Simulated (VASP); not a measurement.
## MgS: single point with PBE

Crystal: MgS.

```
CELL_PARAMETERS angstrom
0.00000 2.60165 2.60165
2.60165 0.00000 2.60165
2.60165 2.60165 0.00000
ATOMIC_POSITIONS crystal
Mg 0.00000 0.91352 0.00000
S 0.50000 0.50000 0.50000
```

The cell isn't the ideal one: atom 1 (Mg) moved by (-0.225, -0.225) A along x and z.

| Property | Result |
| --- | --- |
| Program | VASP 6.6.1 |
| Task | single point |
| Functional | PBE |
| Potentials or basis | VASP PAW PBE potentials, release 64 (Mg, S) |
| Cutoff | 520 eV |
| k mesh | 8 × 8 × 8 |
| Occupations | gaussian, width 0.05 eV |
| Spin | no spin polarisation |
| Dipole correction | no |
| Further INCAR settings | ALGO = Fast; EDIFF = 1e-07; NBANDS = 11 |

| Quantity | Value |
| --- | --- |
| Pressure | 4.3 GPa |
| Largest force | 1.024 eV/Å |
| Band gap on the k mesh | 2.80 eV, indirect (least direct gap 3.69 eV) |

Forces on the atoms (eV/Å):
```
Mg   0.724  0.000  0.724
S   -0.724  0.000 -0.724
```

Stress tensor (GPa, compression positive):
```
 6.32  0.00 -1.04
 0.00  0.12  0.00
-1.04  0.00  6.32
```

Levels at points of the mesh, in eV from the valence-band top:
| k point | band 1 | band 2 | band 3 | band 4 | band 5 | band 6 | band 7 | band 8 | band 9 |
| --- | --- | --- | --- | --- | --- | --- | --- | --- | --- |
| (0.00, 0.00, 0.00) | -12.68 | -0.16 | 0.00 | 0.00 | 3.69 | 7.92 | 7.93 | 8.06 | 10.49 |
| (0.50, 0.00, 0.00) | -11.39 | -4.84 | -0.63 | -0.55 | 4.50 | 7.01 | 7.05 | 9.90 | 12.14 |
| (0.00, 0.50, 0.00) | -11.40 | -4.78 | -0.73 | -0.56 | 4.59 | 6.93 | 7.00 | 9.91 | 12.20 |
| (0.50, 0.50, 0.00) | -11.03 | -4.20 | -1.71 | -1.67 | 2.81 | 4.39 | 11.93 | 12.91 | 13.45 |
| (0.50, 0.00, 0.50) | -11.03 | -4.17 | -1.78 | -1.63 | 2.80 | 4.36 | 12.02 | 12.82 | 13.53 |

Wall time 28 s on 1 thread of Intel(R) Xeon(R) Platinum 8488C (Sapphire Rapids) (shared host), peak memory 0.17 GiB.

Caveat: forces of over 1 eV/Å show positions far from the minimum, so gaps and moduli don't describe the material at rest. A k mesh can miss the band edges.
